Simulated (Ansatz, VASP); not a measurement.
## MgSi2N2 in VASP and in Ansatz

```
Mg Si N
1.0
     2.62494   -3.30093    0.00000
     2.62494    3.30093    0.00000
     0.00000    0.00000    4.12570
Mg Si N
1 2 2
Direct
  0.50000 0.50000 0.50000
  0.22425 0.77575 0.00000
  0.77575 0.22425 0.00000
  0.00000 0.00000 0.18755
  0.00000 0.00000 0.81245
```

Alike in both runs: task single point; functional PBE; k mesh 4 × 4 × 4; occupations gaussian, width 0.1 eV; no spin polarisation.

|  | VASP | Ansatz |
| --- | --- | --- |
| version | VASP 6.6.1 | Ansatz 0.2.0 |
| potentials or method | VASP PAW PBE potentials, release 64 (Mg, Si, N) | scalar-relativistic, plane waves, PAW |
| plane-wave cutoff (eV) | 520 | 420 |
| valence electrons in the cell | 20 | 28 |

```tsv
	VASP	Ansatz	Ansatz less VASP
gap on the k mesh at the Fermi level (eV)	none	none	-
pressure (GPa)	17.4	17.4	+0.02
largest component of the traceless stress (GPa)	27.22	27.20	-0.014
rms of the force components (eV/Å)	1.967	1.941	-0.0258
```

Atom by atom the forces differ by 0.033 eV/Å (rms over components). A gap of «none» marks a metal or a gap that the smearing closes. With one functional, cell and mesh, what is left measures potentials, basis and numerics. The two sets of potentials don't hold the same shells in valence.

Caveats: the k mesh is coarse (spacing up to 0.38 Å⁻¹), so the values aren't converged; so large a pressure means that the cell lies far from this level's equilibrium, or that cutoff or potentials fall short (VASP); forces of over 1 eV/Å show positions far from the minimum, so gaps and moduli don't describe the material at rest.
